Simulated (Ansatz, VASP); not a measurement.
## Mo: VASP beside Ansatz

```
CELL_PARAMETERS angstrom
2.73551 0.00000 0.00000
-1.36776 2.36902 0.00000
0.00000 0.00000 2.55518
ATOMIC_POSITIONS crystal
Mo 0.00000 0.00000 0.50000
```

This isn't the form of Mo at room conditions, which is bcc.

Alike in both runs: task relaxation of cell and atoms; functional PBE; dispersion D3(BJ); k mesh 18 × 18 × 16; occupations gaussian, width 0.1 eV; no spin polarisation.

```csv
,VASP,Ansatz
version,VASP 6.6.1,Ansatz 0.2.0
potentials or method,"VASP PAW PBE potentials, release 64 (Mo_sv)","scalar-relativistic, plane waves, PAW"
plane-wave cutoff (eV),600,420
valence electrons in the cell,14,14
```

VASP gave:

```
gap on the k mesh at the Fermi level, each at its own relaxed structure (eV) : none
relaxed volume (Å³/atom)                                                     : 16.31
relaxed cell length with the largest relative difference (Å)                 : 2.504
energy change over the relaxation (meV/atom)                                 : -7
```

Question: What did Ansatz give for the same quantities?

Answer: gap on the k mesh at the Fermi level, each at its own relaxed structure (eV): none; relaxed volume (Å³/atom): 16.27; relaxed cell length with the largest relative difference (Å): 2.500; energy change over the relaxation (meV/atom): -9.

A gap of «none» marks a metal or a gap that the smearing closes.

Caveats: pairwise dispersion overbinds metals, which lowers pressure and volume.
